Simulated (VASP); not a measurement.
Crystal: Se.

```xyz
3
Lattice="4.3662 0.0000 0.0000 -2.1831 3.7812 0.0000 0.0000 0.0000 4.9536" Properties=species:S:1:pos:R:3 pbc="T T T"
Se    1.6910    2.9289    0.0000
Se   -0.4921    0.8523    3.3024
Se    0.9841    0.0000    1.6512
```

Base run:

```yaml
Program: VASP 6.6.1
Functional: HSE03
Potentials_or_basis: VASP PAW PBE potentials, release 64 (Se)
Cutoff: 520 eV
k_mesh: 6 × 6 × 4
Occupations: gaussian, width 0.02 eV
Spin: no spin polarisation
```

Its results: band gap on the k mesh 1.60 eV, indirect (least direct gap 1.88 eV); pressure 0.7 GPa; largest force 0.127 eV/Å.

Problem. The run is repeated on the same cell with these changes: functional from HSE03 to r2SCAN-EpsX. What comes out?

Solution. Band gap on the k mesh 1.72 eV, indirect (least direct gap 1.99 eV); pressure 0.7 GPa; largest force 0.122 eV/Å.

Caveats: the PAW data sets were made with another functional, which shifts forces and pressure a little.

Not every run made on this cell is shown here.
